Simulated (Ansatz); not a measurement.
**From the elastic tensor of WC to moduli and sound speeds**

Computed with DFT PBE, scalar-relativistic, plane waves, PAW (Ansatz 0.2.0). Cutoff 420 eV, 24×24×20 k-points (Γ-centred), Fermi-Dirac smearing of 0.15 eV. No spin polarisation.

Space group P-6m2 (No. 187), hexagonal, a = 2.923 Å, c = 2.846 Å. W has 6 C at 2.21 Å and 8 W at 2.85–2.92 Å; C is surrounded by 6 W at 2.21 Å.

It was relaxed at this level from a measured cell (COD). In a metal, frequencies and elastic constants depend on the k mesh and the smearing, soft modes and shear constants most. Spin–orbit coupling is left out, which matters for heavy elements.

Relaxed-ion constants (GPa, on the Cartesian axes of the calculation):
C11 = 699.6, C12 = 224.8, C13 = 170.5, C22 = 699.6, C23 = 170.5, C33 = 942.7, C44 = 297.8, C55 = 297.8, C66 = 237.4 GPa; the others vanish.

Density 15.446 g/cm³; 2 atoms in 21.05 Å³.

With S = C⁻¹: B_V = (C11+C22+C33+2(C12+C13+C23))/9, G_V = (C11+C22+C33−C12−C13−C23+3(C44+C55+C66))/15, 1/B_R = S11+S22+S33+2(S12+S13+S23), 15/G_R = 4(S11+S22+S33−S12−S13−S23)+3(S44+S55+S66); Hill is their mean. Then v_l = √((B+4G/3)/ρ), v_t = √(G/ρ), v_m = [(2/v_t³+1/v_l³)/3]^(−1/3) and Θ = (ħ/k_B)·v_m·(6π²n/V)^(1/3) for n atoms in the volume V; E = 9BG/(3B+G), ν = (3B−2G)/(2(3B+G)) and A^U = 5G_V/G_R + B_V/B_R − 6.

| Quantity | Value |
| --- | --- |
| Bulk modulus, Voigt / Reuss / Hill | 386.0 / 382.2 / 384.1 GPa |
| Shear modulus, Voigt / Reuss / Hill | 285.0 / 278.0 / 281.5 GPa |
| Young's modulus | 679 GPa |
| Poisson ratio | 0.206 |
| Pugh ratio B/G | 1.36 (under 1.75, the rule of thumb for brittle) |
| Universal anisotropy index | 0.14 |
| Longitudinal and transverse sound speeds | 7012 and 4269 m/s |
| Debye temperature from the mean sound speed | 641 K |
